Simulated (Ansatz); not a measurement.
# Sn (Fd-3m) in Ansatz: convergence with k mesh

Aim: find how far k mesh must go before the results for Sn settle, at PBE. This setting moves, with any that are tied to it; all else stays.

All numbers are computed with Ansatz 0.2.0; they aren't measurements. Logs are shortened: lines on timing, memory, paths and dates and some standing lists are left out, and cuts for length are marked.

## 1. Starting point

Symmetry: Fd-3m, No. 227, cubic system. Conventional cell: a = 6.467 Å, b = 6.467 Å, c = 6.467 Å, α = 90.00°, β = 90.00°, γ = 90.00°. Sn (site symmetry -43m) is surrounded by 4 Sn at 2.80 Å.

This isn't the form of Sn at room conditions, which is tetragonal (white tin).

## 2. With k mesh 2 × 2 × 2

Contents of input.yaml:

```yaml
crystal:
  lattice:
    - [0.0, 3.2333428, 3.2333428]
    - [3.2333428, 0.0, 3.2333428]
    - [3.2333428, 3.2333428, 0.0]
  atoms:
    - { symbol: Sn, position: [0.75, 0.75, 0.75] }
    - { symbol: Sn, position: [0.5, 0.5, 0.5] }
hamiltonian:
  xc: pbe
  pseudopotentials: { kind: paw, source: jth }
kpoints:
  mp_grid: { grid: [2, 2, 2] }
scf:
  occupations: { method: methfessel_paxton, width: 0.05 }
output:
  forces: true
  stress: true
  eigenvalues: true
```

Potentials or basis: JTH PAW.

Started as:

```bash
ansatz run input.yaml --threads 2 --pin off --max-ram 5632MiB --backend cpu --events-out ev --progress --plain --runs-dir out
```

What it wrote:

```text
Warning: the checks of this Sn dataset prove no rule for summing its radial tables, as where they were carried onto another mesh than they were made on, and Gregory's rule is taken, under which a leading mesh point left out moves its sums only by what lay on the interval it spanned. That does not make them correct, and they differ from Quantum ESPRESSO's on this file; a re-export a fraction of a mesh step off can move them. hamiltonian.pseudopotentials.radial_quadrature: simpson_from_first_knot sums it by `pw.x`'s rule; on a PAW file no value gives `pw.x`'s numbers. What more to know: hamiltonian.pseudopotentials.radial_quadrature, in the input reference
Warning: RAYON_NUM_THREADS=2 ignored (pool sized by the plan → 2); use --threads N
Engine: ansatz 0.2.0, x86_64-unknown-linux-gnu
Pseudopotentials: kind: paw
Pseudopotential: Sn, paw, valence charge 14, recommended cutoff 6600 eV (normal), Sn.paw.azcp
Functional definition: PBE
  parameter kappa = 0.804
  parameter beta = 0.06672455060314922
  exchange = pbe_x(kappa = kappa, mu = beta*pi^2/3)
  correlation = pbe_c(beta = beta)
Crystal: 2 atoms, lattice volume = 67.606 Å³
Basis set: ecut = 6600 eV, 82243 PW (Γ), exchange–correlation on 250×250×250 points (8 copies of the dense FFT grid, shifted against one another)
Bands: 18, of which v1, the nominal top of the filled ones, is band 14 counted from 1 (13 counted from 0)
Symmetry: 48 space group operations
Space group: Fd-3m (ITA 227), of the structure as read, at distance tolerance 4.1e-5 Å
k-points: 3 of 8
Non-local potential: Sn, projectors of the file, l = 0: 2, l = 1: 2, l = 2: 2
PAW form: soft (Blöchl's): semilocal exchange-correlation on the pseudo side does not see the compensation charge
PAW one-centre angular grid: Sn, 590 points (default); XC on 96 Gauss nodes
Initial density: superposition of atomic densities (chi_scale 0.1, normalization cell)
Initial wavefunctions: pseudopotential atomic-orbital guess
Functional: x = pbe(κ = 0.804, μ = 0.2195149727645171), c = pbe(β = 0.06672455060314922)
SCF iter   1: F=—  HF=-12026.746890 eV  |F-HF|=—  |Δ(HF+E_count)|=         —  Δρ=2.13e-2  dr2=4.04e-1  ethr=3.10e-3  ⟨swp⟩=7.7  Hψ=324  notcnv=0
preconditioner: auto → none  [insulator: Δε(μ)=0.050 eV  Ē_g=19.823 eV  σ=0.050 eV  W_gap=0.54  n_scr=14 (ndim 8)  ℏωp=23.9 eV  f_vac=0.004  D(μ)=18.72/eV (n_scr^D=410)  ε∞_Penn≈2.5]
SCF iter   2: F=—  HF=-12026.683733 eV  |F-HF|=—  |Δ(HF+E_count)|=   6.32e-2  S|Δr|=    0.00e0  Δρ=9.32e-3  dr2=7.73e-2  ethr=1.44e-3  ⟨swp⟩=1.3  Hψ=80  notcnv=0
SCF iter   3: F=—  HF=-12026.680147 eV  |F-HF|=—  |Δ(HF+E_count)|=   3.59e-3  S|Δr|=    0.00e0  Δρ=1.21e-3  dr2=4.17e-4  ethr=2.76e-4  ⟨swp⟩=2.0  Hψ=78  notcnv=0
SCF iter   4: F=—  HF=-12026.680744 eV  |F-HF|=—  |Δ(HF+E_count)|=   5.97e-4  S|Δr|=    0.00e0  Δρ=1.65e-4  dr2=1.12e-5  ethr=1.49e-6  ⟨swp⟩=2.3  Hψ=99  notcnv=0
SCF iter   5: F=—  HF=-12026.680696 eV  |F-HF|=—  |Δ(HF+E_count)|=   4.85e-5  S|Δr|=    0.00e0  Δρ=1.13e-4  dr2=4.53e-6  ethr=4.01e-8  ⟨swp⟩=2.0  Hψ=95  notcnv=0
SCF iter   6: F=—  HF=-12026.680695 eV  |F-HF|=—  |Δ(HF+E_count)|=   1.16e-6  S|Δr|=    0.00e0  Δρ=4.59e-5  dr2=7.46e-7  ethr=1.62e-8  ⟨swp⟩=2.0  Hψ=95  notcnv=0
SCF iter   7: F=-12026.680695 eV  HF=-12026.680695 eV  |F-HF|=1.05e-8  |Δ(HF+E_count)|=   2.06e-7  S|Δr|=    0.00e0  Δρ=8.18e-6  dr2=2.59e-8  ethr=3.57e-10  ⟨swp⟩=3.0  Hψ=212  notcnv=0
SCF 1 converged in 7 iterations: F = -12026.680695 eV  dr2 = 2.59e-8
SCF converged after 7 iterations
Stability not checked: this state was not tested for a lower state beside it, because cold or Methfessel-Paxton smearing, or corrected tetrahedra, fill the levels in a way that the test cannot read (fill_not_monotonic; see scf.lower_state_search)
Free energy (F): -12026.680695 eV
Harris-Foulkes:  -12026.680695 eV  (|F-HF|=1.05e-8)
Internal energy: -12026.675092 eV  (E = F + TS)
E sigma→0 (E₀):  -12026.679294 eV
Entropy (-TS):   -0.005603 eV (-2.801 meV/atom)
Fermi energy:    7.692842 eV
--- Per-component energies (eV) ---
  E_band       = -247.354409
  E_kinetic    = 641.259279
  E_local      = -4148.436367  (includes V_loc(G=0)·N_el)
  E_nonlocal   = 1536.791065
  E_hartree    = 1586.340590
  E_xc         = -375.671579
  E_vxc        = -250.402060  (∫ρ·V_xc dr)
  E_paw        = -8915.935396  (= ΣΔE_a)
  E_vpaw       = -1199.258419  (= ΣTr[D̂ρ^β])
  E_aug_tail   = -0.000007  (compensation charges beyond the density's cutoff)
  E_ewald      = -2351.022677
  E_smearing   = -0.005603  (= −TS)
  E_closure    = -0.000000  (closes the sum)
  Σ components = -12026.680695   (vs F -12026.680695, Δ=0.00e0)
--- Forces (eV/Å), atoms counted from 1 ---
  atom   1  Sn     0.00000000     0.00000000     0.00000000
  atom   2  Sn     0.00000000    -0.00000000     0.00000000
  max |Σ_I F_I| component: 4.63e-18 eV/Å
--- Stress (GPa, compression-positive) ---
       13.255215       0.000000      -0.000000
        0.000000      13.255215      -0.000000
       -0.000000       0.000000      13.255215
  P = ⅓ Tr σ = 13.2552 GPa (132.552 kbar)
--- Band table (eV) ---
  k-point 0: bands = ["-13.8686", "-13.8686", "-13.8686", "-13.8105", "-13.8105", "-13.4872", "-13.4872", "-13.4872", "-13.4782", "-13.4782", "-2.9997", "7.1377", "7.7772", "7.7772", "7.7772", "9.8087", "9.8087", "9.8087"]
  k-point 1: bands = ["-13.9062", "-13.9062", "-13.8414", "-13.7475", "-13.7475", "-13.5501", "-13.5501", "-13.5220", "-13.4283", "-13.4283", "-1.3457", "1.3387", "6.5377", "6.5377", "7.6920", "10.8887", "10.8887", "13.2979"]
  k-point 2: bands = ["-13.9216", "-13.9216", "-13.7847", "-13.7847", "-13.6425", "-13.6425", "-13.5552", "-13.5552", "-13.4068", "-13.4068", "0.1394", "0.1394", "5.1624", "5.1624", "8.4748", "8.4748", "15.4531", "15.4531"]
```

Wall time 6 s (2 threads of Intel Xeon 6975P-C (Granite Rapids), shared host); peak memory 2.5 GiB.

Results:

```
Free energy            : -12026.6807 eV
Pressure               : 13.3 GPa
Band gap on the k mesh : none (metal or under the smearing width)
```

## 3. With k mesh 3 × 3 × 3

Changes to input.yaml since step 2:

```diff
@@ -12,3 +12,3 @@
 kpoints:
-  mp_grid: { grid: [2, 2, 2] }
+  mp_grid: { grid: [3, 3, 3] }
 scf:
```

Potentials or basis: JTH PAW.

Started as:

```bash
ansatz run input.yaml --threads 2 --pin off --max-ram 5632MiB --backend cpu --events-out ev --progress --plain --runs-dir out
```

It took 8.7 s on 2 threads of Intel Xeon 6975P-C (Granite Rapids), shared host; peak memory 2.6 GiB.

What came out:

```yaml
Free_energy: -12028.3171 eV
Pressure: 5.3 GPa
Band_gap_on_the_k_mesh: none (metal or under the smearing width)
```

## 4. With k mesh 4 × 4 × 4

Changes to input.yaml since step 3:

```diff
@@ -12,3 +12,3 @@
 kpoints:
-  mp_grid: { grid: [3, 3, 3] }
+  mp_grid: { grid: [4, 4, 4] }
 scf:
```

Started as:

```bash
ansatz run input.yaml --threads 2 --pin off --max-ram 5632MiB --backend cpu --events-out ev --progress --plain --runs-dir out
```

Run time: 13 s. Hardware: 2 threads of Intel Xeon 6975P-C (Granite Rapids), shared host; peak memory 2.9 GiB.

What came out:

* Free energy: -12028.7167 eV
* Pressure: 4.6 GPa
* Band gap on the k mesh: none (metal or under the smearing width)

## 5. With k mesh 5 × 5 × 5

Changes to input.yaml since step 4:

```diff
@@ -12,3 +12,3 @@
 kpoints:
-  mp_grid: { grid: [4, 4, 4] }
+  mp_grid: { grid: [5, 5, 5] }
 scf:
```

Started as:

```bash
ansatz run input.yaml --threads 2 --pin off --max-ram 5632MiB --backend cpu --events-out ev --progress --plain --runs-dir out
```

Run time: 15 s. Hardware: 2 threads of Intel Xeon 6975P-C (Granite Rapids), shared host; peak memory 3 GiB.

What came out:

* Free energy: -12028.8348 eV
* Pressure: 4.1 GPa
* Band gap on the k mesh: none (metal or under the smearing width)

## 6. With k mesh 7 × 7 × 7

Changes to input.yaml since step 5:

```diff
@@ -12,3 +12,3 @@
 kpoints:
-  mp_grid: { grid: [5, 5, 5] }
+  mp_grid: { grid: [7, 7, 7] }
 scf:
```

Potentials or basis: JTH PAW.

Started as:

```bash
ansatz run input.yaml --threads 2 --pin off --max-ram 5632MiB --backend cpu --events-out ev --progress --plain --runs-dir out
```

Run time: 27 s. Hardware: 2 threads of Intel Xeon 6975P-C (Granite Rapids), shared host; peak memory 3.4 GiB.

It converged, with:

```
Free energy            : -12028.8985 eV
Pressure               : 3.8 GPa
Band gap on the k mesh : none (metal or under the smearing width)
```

## 7. With k mesh 8 × 8 × 8

Changes to input.yaml since step 6:

```diff
@@ -12,3 +12,3 @@
 kpoints:
-  mp_grid: { grid: [7, 7, 7] }
+  mp_grid: { grid: [8, 8, 8] }
 scf:
```

Started as:

```bash
ansatz run input.yaml --threads 2 --pin off --max-ram 5632MiB --backend cpu --events-out ev --progress --plain --runs-dir out
```

It took 36 s on 2 threads of Intel Xeon 6975P-C (Granite Rapids), shared host; peak memory 3.8 GiB.

Results (log left out):

- Free energy: -12028.9072 eV
- Pressure: 3.8 GPa
- Band gap on the k mesh: none (metal or under the smearing width)

## 8. With k mesh 10 × 10 × 10

Changes to input.yaml since step 7:

```diff
@@ -12,3 +12,3 @@
 kpoints:
-  mp_grid: { grid: [8, 8, 8] }
+  mp_grid: { grid: [10, 10, 10] }
 scf:
```

Started as:

```bash
ansatz run input.yaml --threads 2 --pin off --max-ram 5632MiB --backend cpu --events-out ev --progress --plain --runs-dir out
```

It took 54 s on 2 threads of Intel Xeon 6975P-C (Granite Rapids), shared host; peak memory 4.3 GiB.

The run converged. Its results:

- Free energy: -12028.9135 eV
- Pressure: 3.8 GPa
- Band gap on the k mesh: none (metal or under the smearing width)

## 9. With k mesh 12 × 12 × 12

Changes to input.yaml since step 8:

```diff
@@ -12,3 +12,3 @@
 kpoints:
-  mp_grid: { grid: [10, 10, 10] }
+  mp_grid: { grid: [12, 12, 12] }
 scf:
```

Potentials or basis: JTH PAW.

Started as:

```bash
ansatz run input.yaml --threads 2 --pin off --max-ram 5632MiB --backend cpu --events-out ev --progress --plain --runs-dir out
```

Run time: 86 s. Hardware: 2 threads of Intel Xeon 6975P-C (Granite Rapids), shared host; peak memory 4.6 GiB.

Results (log left out):

```
Free energy            : -12028.9153 eV
Pressure               : 3.8 GPa
Band gap on the k mesh : none (metal or under the smearing width)
```

## 10. The series at a glance

```tsv
k mesh	energy less the tightest run, at zero smearing (meV/atom)	pressure (GPa)	SCF cycles	CPU time (s)	peak memory (GiB)
2 × 2 × 2	1118.04	13.26	7	12	2.5
3 × 3 × 3	299.09	5.34	7	17	2.6
4 × 4 × 4	99.44	4.55	7	24	2.9
5 × 5 × 5	40.37	4.06	7	29	3
7 × 7 × 7	8.46	3.84	7	52	3.4
8 × 8 × 8	4.11	3.81	7	71	3.8
10 × 10 × 10	0.95	3.79	7	110	4.3
12 × 12 × 12	0.00	3.78	7	170	4.6
```

Against the tightest run, the energy stays within 1 meV/atom from 10 × 10 × 10 on; the pressure stays within 0.1 GPa from 7 × 7 × 7 on. Meshes of other sizes hit other points, so gaps and Fermi surfaces needn't settle smoothly. The tightest run that finished is the yardstick and may itself not be fully converged.
